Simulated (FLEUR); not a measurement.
## BP under changes of volume

One of the cells (11.682 Å³/atom); the others are scaled copies at fixed shape and fractional positions:

```xyz
2
Lattice="0.0000 2.2690 2.2690 2.2690 0.0000 2.2690 2.2690 2.2690 0.0000" Properties=species:S:1:pos:R:3 pbc="T T T"
P     3.4035    3.4035    3.4035
B     0.0000    0.0000    0.0000
```

- Program: FLEUR MaX-R8.1 (later development tree)
- Functional: LDA
- Potentials or basis: all-electron
- Basis: FLAPW
- Kmax: 5.47 1/bohr
- k mesh: 10 × 10 × 10
- Occupations: fermi-dirac, width 0.05 eV
- Spin: no spin polarisation

```tsv
volume (Å³/atom)	energy over the lowest point (meV/atom)	gap on the mesh (eV)
10.981	5.05	1.12
11.214	0.00	1.14
11.682	5.95	1.19
12.149	?	?
12.383	47.93	1.26
```

**Question.** What does the run at 12.149 Å³/atom give?

**Answer.** Energy over the lowest point 30.08 meV/atom; gap on the mesh 1.23 eV.

Worked out: A Birch-Murnaghan fit of order 2 (a polynomial in V^(-2/3)) to the other rows has its minimum at 11.31 Å³/atom with B0 = V·E''(V) = 177 GPa. It gives 30.09 meV/atom at 12.149 Å³/atom, against the run's 30.08. A straight line through the other rows of the gap, of slope 1.18 eV per unit of ln V, gives 1.24 eV, against the run's 1.23.

Energies are extrapolated to zero smearing.

A mesh can miss the band edges.
